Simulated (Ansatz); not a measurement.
## Co: relaxation of cell and atoms with PBEsol

Co:

```
CELL_PARAMETERS angstrom
2.47200 0.00000 0.00000
-1.23600 2.14081 0.00000
0.00000 0.00000 4.02114
ATOMIC_POSITIONS crystal
Co 0.66667 0.33333 0.75000
Co 0.33333 0.66667 0.25000
```

```yaml
Program: Ansatz 0.2.0
Task: relaxation of cell and atoms
Functional: PBEsol
Potentials_or_basis: all-electron LAPW, scalar-relativistic
Basis_error_allowed: 0.001 eV/atom
k_mesh: 12 × 12 × 7
Occupations: fermi-dirac, width 0.05 eV
Spin: collinear spin, ferromagnetic start
Starting_moments: "[2.0, 2.0] μB"
Target_pressure: 30 GPa
```

The relaxed volume is 9.40 Å³/atom. The relaxed cell is a = 2.377 Å, b = 2.377 Å, c = 3.841 Å, α = 90.00°, β = 90.00°, γ = 120.00° and the space group after relaxing (to 0.05 Å) is P6_3/mmc (No. 194). The energy change on relaxing (the enthalpy is what falls) is +74.9 meV/atom and the ionic steps are 6. The pressure after relaxing is 30.0 GPa. The net moment is 2.97 μB per cell and the absolute moment is 3.20 μB per cell. The site moments are Co +1.53 μB.

The path:
| step | energy change (eV) | largest force (eV/Å) | volume (Å³) |
| --- | --- | --- | --- |
| 1 | 0.0000 | 0.0000 | 21.28 |
| 2 | 0.0412 | 0.0000 | 19.57 |
| 3 | 0.1959 | 0.0000 | 18.57 |
| 4 | 0.1470 | 0.0000 | 18.81 |
| 5 | 0.1498 | 0.0000 | 18.80 |
| 6 | 0.1498 | 0.0000 | 18.80 |

Final structure:
```yaml
crystal:
  lattice:
    - [2.37744, 0.00000, 0.00000]
    - [-1.18872, 2.05892, 0.00000]
    - [0.00000, 0.00000, 3.84053]
  atoms:
    - { symbol: Co, position: [0.66667, 0.33333, 0.75000] }
    - { symbol: Co, position: [0.33333, 0.66667, 0.25000] }
```

It took 72 s on 2 threads of Arm Neoverse V2, with other jobs on the host, peak memory 0.54 GiB.
